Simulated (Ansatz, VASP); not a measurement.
# One calculation of Ge, two programs

```
CELL_PARAMETERS angstrom
1.36863 -2.54743 0.00000
1.36863 2.54743 0.00000
0.00000 0.00000 2.64315
ATOMIC_POSITIONS crystal
Ge 0.50000 0.50000 0.00000
```

This isn't the form of Ge at room conditions, which is diamond.

Alike in both runs: task single point; functional LDA; k mesh 11 × 11 × 10; occupations fermi-dirac, width 0.05 eV; no spin polarisation.

|  | VASP | Ansatz |
| --- | --- | --- |
| version | VASP 6.6.1 | Ansatz 0.2.0 |
| potentials or method | VASP PAW LDA potentials, release 64 (Ge_d) | Ansatz PAW |
| plane-wave cutoff (eV) | 520 | 420 |
| valence electrons in the cell | 14 | 14 |

Ansatz gave:

| Property | Result |
| --- | --- |
| gap on the k mesh at the Fermi level (eV) | none |
| pressure (GPa) | -1.8 |
| largest component of the traceless stress (GPa) | 1.82 |

Question: Estimate VASP's values.

Answer: gap on the k mesh at the Fermi level (eV): none; pressure (GPa): -1.8; largest component of the traceless stress (GPa): 1.79.

A gap of «none» marks a metal or a gap that the smearing closes.

Caveats: the PAW data sets come from PBE, with cores solved anew for the run's functional, which leaves a small shift of forces and pressure (Ansatz).
